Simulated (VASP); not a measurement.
Set up this calculation in VASP 6.6.1, as the native input.

* Task: relaxation of cell and atoms
* Functional: PBEsol
* Potentials or basis: VASP PAW PBE potentials, release 64 (Cd, Se)
* Cutoff: 600 eV
* k mesh: 9 × 9 × 4
* Occupations: gaussian, width 0.03 eV
* Spin: no spin polarisation
* Further INCAR settings: ALGO = Normal; EDIFF = 1e-06; IBRION = 2; EDIFFG = -0.01; NSW = 90; ISIF = 3

The structure of CdSe (Cadmoselite) lies in POSCAR:

```
CdSe
1.0
    4.3000000000      0.0000000000      0.0000000000
   -2.1500000000      3.7239092363      0.0000000000
    0.0000000000      0.0000000000      7.0200000000
Cd Se
2 2
Direct
    0.3333333333      0.6666666667      0.0000000000
    0.6666666667      0.3333333333      0.5000000000
    0.3333333333      0.6666666667      0.3850000000
    0.6666666667      0.3333333333      0.8850000000
```

One way to write it, as run:

INCAR

```
ALGO = Normal
EDIFF = 1E-6
EDIFFG = -0.01
ENCUT = 600
GGA = PS
IBRION = 2
ISIF = 3
ISMEAR = 0
KPAR = 4
LASPH = T
LCHARG = F
LREAL = F
LWAVE = F
NELM = 80
NSW = 90
PREC = Accurate
SIGMA = 0.03
```

KPOINTS

```
k-points
0
Gamma
  9 9 4
```

Potentials or basis: VASP PAW PBE potentials, release 64 (Cd, Se).

Command:

```bash
$ cat potpaw_PBE.64/Cd/POTCAR potpaw_PBE.64/Se/POTCAR > POTCAR
$ mpirun -np 4 vasp_std > vasp.out
```

It gave:

| Quantity | Value |
| --- | --- |
| Relaxed volume | 28.29 Å³/atom |
| Relaxed cell | a = 4.310 Å, b = 4.310 Å, c = 7.035 Å, α = 90.00°, β = 90.00°, γ = 120.00° |
| Space group after relaxing (to 0.05 Å) | P6_3mc (No. 186) |
| Energy gained by relaxing | 4.9 meV/atom |
| Ionic steps | 10 |
| Pressure after relaxing | 0.0 GPa |
| Band gap on the k mesh | 0.53 eV, direct |

Caveat: the PAW data sets were made with another functional, which shifts forces and pressure a little.

Wall time 2.9 min on 4 MPI ranks on Intel(R) Xeon(R) Platinum 8488C (Sapphire Rapids), with other jobs on the host, peak memory 0.32 GiB a rank.
